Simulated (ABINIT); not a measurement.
BaS in ABINIT: the effect of functional

Crystal: BaS.

```
Ba S
1.0
     0.00000    3.19375    3.19375
     3.19375    0.00000    3.19375
     3.19375    3.19375    0.00000
Ba S
1 1
Direct
  0.00000 0.00000 0.00000
  0.50000 0.50000 0.50000
```

Alike in all runs:

```yaml
Program: ABINIT 10.8.3 (patched build)
Task: single point
Potentials_or_basis: SPMS NC PBE v1.0
Cutoff: 490 eV
k_mesh: 6 × 6 × 6
Occupations: fixed
Spin: no spin polarisation
```

Problem. One run gave: gap on the mesh 2.07 eV; pressure -1.2 GPa. Which functional did it use?
A. PBEsol
B. PBE
C. HSE06

Solution. A.

```csv
functional,gap on the mesh (eV),pressure (GPa)
PBEsol,2.07,-1.2
PBE,2.21,0.7
HSE06,3.07,0.3
```

Caveats: spin-orbit coupling is left out, which moves the levels of the heavy elements; the potentials were made for another functional, which shifts forces and pressure (some runs); Libxc's HSE differs a little from that of other programs (some runs).

A k mesh can miss the band edges.
